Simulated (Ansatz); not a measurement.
# Bi in Ansatz: the effect of functional

Bi:

```
Bi
1.0
     3.25982    0.00000    0.00000
     0.00000    3.24298    0.00000
    -0.08099    0.00000    6.48656
Bi
2
Cartesian
  1.7134 0.0000 4.8622
  1.4654 0.0000 1.6244
```

This isn't the form of Bi at room conditions, which is rhombohedral.

The cell isn't the ideal one: volume scaled by 1.02.

Alike in all runs:

```yaml
Program: Ansatz 0.2.0
Task: single point
Potentials_or_basis: Ansatz PAW
k_mesh: 8 × 8 × 4
Occupations: fermi-dirac, width 0.05 eV
Spin: no spin polarisation
```

| functional | cutoff | pressure (GPa) | largest force (eV/Å) |
| --- | --- | --- | --- |
| LDA | 420 eV (not typed: the program's choice for these potentials) | -2.7 | 0.02 |
| PBEsol | 420 eV (not typed: the program's choice for these potentials) | ? | ? |
| r2SCAN | 500 eV (not typed: the program's choice for these potentials) | 0.1 | 0.03 |

Q: What does the run with functional PBEsol give?

A: Pressure -1.4 GPa; largest force 0.01 eV/Å.

Caveats: the PAW data sets come from PBE, with cores solved anew for the run's functional, which leaves a small shift of forces and pressure.
